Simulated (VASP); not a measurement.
VASP 6.6.1 run: PbSe

INCAR

```
NELM = 61
ALGO = Normal
SIGMA = 0.02
LASPH = .TRUE.
ISIF = 2
EDIFF = 1E-7
NBANDS = 22
LWAVE = .FALSE.
ENCUT = 520
PREC = Accurate
NSW = 0
LREAL = .FALSE.
IBRION = -1
GGA = PE
ISMEAR = -1
LCHARG = .FALSE.
```

KPOINTS

```
KPOINTS created by Atomic Simulation Environment
0
Gamma
2 2 2
0 0 0
```

POSCAR

```
Pb Se
 1.0000000000000000
     0.0000000000000000    3.4232041309999999    3.4232041309999999
     3.4909835727999998    0.0000000000000000    3.4232041309999999
     3.4909835727999998    3.4232041309999999    0.0000000000000000
 Pb  Se
   1   1
Cartesian
  0.0000000000000000  0.0000000000000000  0.0000000000000000
  1.7454917863999999  1.7116020654999999  1.7116020654999999
```

The recommended PBE PAW datasets give the neutral cell 20 valence electrons.

Command

```
mpirun -np 1 vasp_std
```

OSZICAR

```
N       E                     dE             d eps       ncg     rms          rms(c)
DAV:   1     0.175297467271E+03    0.17530E+03   -0.86993E+03   176   0.863E+02
DAV:   2     0.724428259688E+01   -0.16805E+03   -0.15657E+03   188   0.259E+02
DAV:   3    -0.806568172553E+01   -0.15310E+02   -0.15176E+02   222   0.829E+01
DAV:   4    -0.848622682146E+01   -0.42055E+00   -0.42032E+00   212   0.152E+01
DAV:   5    -0.850167985029E+01   -0.15453E-01   -0.15453E-01   250   0.295E+00    0.300E+00
DAV:   6    -0.805114118756E+01    0.45054E+00   -0.10446E+00   260   0.504E+00    0.175E+00
DAV:   7    -0.804383109507E+01    0.73101E-02   -0.17114E-01   228   0.143E+00    0.828E-01
DAV:   8    -0.804910526700E+01   -0.52742E-02   -0.15681E-02   226   0.103E+00    0.163E-01
DAV:   9    -0.805031859179E+01   -0.12133E-02   -0.38955E-03   218   0.338E-01    0.122E-01
DAV:  10    -0.805080423897E+01   -0.48565E-03   -0.56435E-04   218   0.147E-01    0.325E-02
DAV:  11    -0.805099366673E+01   -0.18943E-03   -0.26252E-04   212   0.890E-02    0.206E-02
DAV:  12    -0.805101099649E+01   -0.17330E-04   -0.28138E-05   200   0.220E-02    0.487E-03
DAV:  13    -0.805101255140E+01   -0.15549E-05   -0.14864E-06   212   0.660E-03    0.398E-03
DAV:  14    -0.805101307218E+01   -0.52078E-06   -0.54112E-07   194   0.458E-03    0.357E-04
DAV:  15    -0.805101307710E+01   -0.49235E-08   -0.23885E-08   180   0.124E-03
   1 F= -.80510131E+01 E0= -.80510131E+01  d E =-.289220E-12
```

From OUTCAR

```
k-points           NKPTS =      4   k-points in BZ     NKDIM =      4   number of bands    NBANDS=     22

   NELECT =      20.0000    total number of electrons

   dimension x,y,z NGX =    36 NGY =   36 NGZ =   36
   dimension x,y,z NGXF=    72 NGYF=   72 NGZF=   72

  energy-cutoff  :      520.00
  volume of cell :       81.82
      direct lattice vectors                 reciprocal lattice vectors
     0.000000000  3.423204131  3.423204131    -0.143226111  0.146061988  0.146061988
     3.490983573  0.000000000  3.423204131     0.143226111 -0.146061988  0.146061988
     3.490983573  3.423204131  0.000000000     0.143226111  0.146061988 -0.146061988

 k-points in reciprocal lattice and weights: KPOINTS created by Atomic Simulation Env
   0.00000000  0.00000000  0.00000000       0.125
   0.50000000  0.00000000  0.00000000       0.500
   0.50000000  0.50000000  0.00000000       0.250
   0.00000000  0.50000000  0.50000000       0.125

 E-fermi :   2.2344

 k-point     1 :       0.0000    0.0000    0.0000
  band No.  band energies     occupation
      1     -14.6620      2.00000
      2     -14.6577      2.00000
      3     -14.6577      2.00000
      4     -14.6330      2.00000
      5     -14.6298      2.00000
      6     -10.5223      2.00000
      7      -4.2862      2.00000
      8       0.5395      2.00000
      9       0.6129      2.00000
     10       0.6129      2.00000
     11       4.2631      0.00000
     12       4.2631      0.00000
     13       4.3192      0.00000
     14       6.8303      0.00000
     15      10.2541      0.00000
     16      10.5046      0.00000
     17      11.0050      0.00000
     18      11.2708      0.00000
     19      11.2708      0.00000
     20      13.1030      0.00000
     21      17.4886      0.00000
     22      17.7339      0.00000

 k-point     2 :       0.5000    0.0000    0.0000
  band No.  band energies     occupation
      1     -14.6818      2.00000
      2     -14.6534      2.00000
      3     -14.6512      2.00000
      4     -14.6310      2.00000
      5     -14.6272      2.00000
      6      -9.9585      2.00000
      7      -5.6909      2.00000
      8       0.0348      2.00000
      9       0.1127      2.00000
     10       0.1905      2.00000
     11       5.0177      0.00000
     12       5.0463      0.00000
     13       5.7552      0.00000
     14       8.6803      0.00000
     15       9.9668      0.00000
     16      10.4850      0.00000
     17      10.5291      0.00000
     18      12.1372      0.00000
     19      12.2418      0.00000
     20      15.2444      0.00000
     21      16.6670      0.00000
     22      17.1318      0.00000

 k-point     3 :       0.5000    0.5000    0.0000
  band No.  band energies     occupation
      1     -14.6975      2.00000
      2     -14.6433      2.00000
      3     -14.6414      2.00000
      4     -14.6384      2.00000
      5     -14.6246      2.00000
      6      -9.7346      2.00000
      7      -6.0202      2.00000
      8      -0.6255      2.00000
      9      -0.6191      2.00000
     10       1.6278      2.00000
     11       2.8293      0.00000
     12       6.9044      0.00000
     13       6.9810      0.00000
     14       8.0441      0.00000
     15      10.0317      0.00000
     16      11.8806      0.00000
     17      11.9427      0.00000
     18      12.0921      0.00000
     19      14.4612      0.00000
     20      15.4659      0.00000
     21      15.7359      0.00000
     22      16.2358      0.00000

 ...

  Total       -0.5035676     -0.4030388     -0.4030388      0.0000000      0.0000000      0.0000000
  in kB       -9.8610908     -7.8924910     -7.8924910      0.0000000      0.0000000      0.0000000
  external PRESSURE =      -8.5486909 kB  Pullay stress =       0.0000000 kB

 POSITION                                       TOTAL-FORCE (eV/Angst)
 -----------------------------------------------------------------------------------
      0.00000      0.00000      0.00000         0.000000     -0.000000     -0.000000
      1.74549      1.71160      1.71160        -0.000000      0.000000      0.000000
 -----------------------------------------------------------------------------------
    total drift:                                0.000000      0.000000      0.000000

  FREE ENERGIE OF THE ION-ELECTRON SYSTEM (eV)
  ---------------------------------------------------
  free  energy   TOTEN  =        -8.0510130771 eV

  energy  without entropy=       -8.0510130771  energy(sigma->0) =       -8.05101308
```

It converged. Results: gap between bands v and c on the k mesh 1.14 eV; least direct gap on the k mesh 1.18 eV; pressure -0.9 GPa. Band v is the last that the valence electrons fill when counted band by band, and c is the next.

These settings aren't sound, so the numbers aren't properties of the crystal.

On sound settings PBE gives a gap of 0.74 eV on its mesh and a pressure of 0.1 GPa for the intended cell.

The run took about 11 s on one core of a shared host (Intel Xeon Platinum 8488C) and held 0.2 GiB at most.
